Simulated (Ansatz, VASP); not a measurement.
Ge: VASP beside Ansatz

The input POSCAR:

```
Ge
1.0
    0.0000000000      2.8289100000      2.8289100000
    2.8289100000      0.0000000000      2.8289100000
    2.8289100000      2.8289100000      0.0000000000
Ge
2
Direct
    0.0000000000      0.0000000000      0.0000000000
    0.2500000000      0.2500000000      0.2500000000
```

Contents of INCAR.step1:

```
PREC = Accurate
ENCUT = 520
ISMEAR = 0
SIGMA = 0.01
LREAL = False
LASPH = True
NELM = 60
NBANDS = 21
GGA = PE
ALGO = Normal
EDIFF = 1E-4
LWAVE = True
LCHARG = False
```

The input INCAR.step2:

```
PREC = Accurate
ENCUT = 520
EDIFF = 1E-6
ISMEAR = 0
SIGMA = 0.01
LREAL = False
LASPH = True
NELM = 60
ALGO = Normal
ISIF = 2
LWAVE = False
LCHARG = True
METAGGA = R2SCAN
LMIXTAU = True
LELF = True
LVHAR = True
NBANDS = 21
ISTART = 1
```

KPOINTS

```
Automatic mesh
0
Gamma
  6 6 6
```

Input for Ansatz:

```yaml
crystal:
  lattice:
    - [0.0, 2.82891, 2.82891]
    - [2.82891, 0.0, 2.82891]
    - [2.82891, 2.82891, 0.0]
  atoms:
    - { symbol: Ge, position: [0.0, 0.0, 0.0] }
    - { symbol: Ge, position: [0.25, 0.25, 0.25] }
basis:
  ecutwfc: 600.0
kpoints:
  mp_grid:
    grid: [6, 6, 6]
hamiltonian:
  xc: r2scan
  pseudopotentials:
    kind: paw
scf:
  convergence:
    dr2_threshold: 1.0e-08
  occupations:
    method: fixed
output:
  forces: true
  stress: true
```

Alike in both runs: task single point; functional r2SCAN; k mesh 6 × 6 × 6; no spin polarisation.

|  | VASP | Ansatz |
| --- | --- | --- |
| version | VASP 6.6.1 | Ansatz 0.2.0 |
| potentials or method | VASP PAW PBE potentials, release 64 (Ge_d) | plane waves, PAW |
| plane-wave cutoff (eV) | 520 | 600 |
| occupations | gaussian, width 0.01 eV | fixed |
| valence electrons in the cell | 28 | 28 |

VASP gave:

| Quantity | Value |
| --- | --- |
| pressure (GPa) | 0.6 |

Problem. Estimate Ansatz's values.

Solution. Pressure (GPa): 0.5.

Ansatz warned: «stress_scf_threshold_loose».

Caveats: the PAW data sets were made with another functional, which shifts forces and pressure a little (VASP).
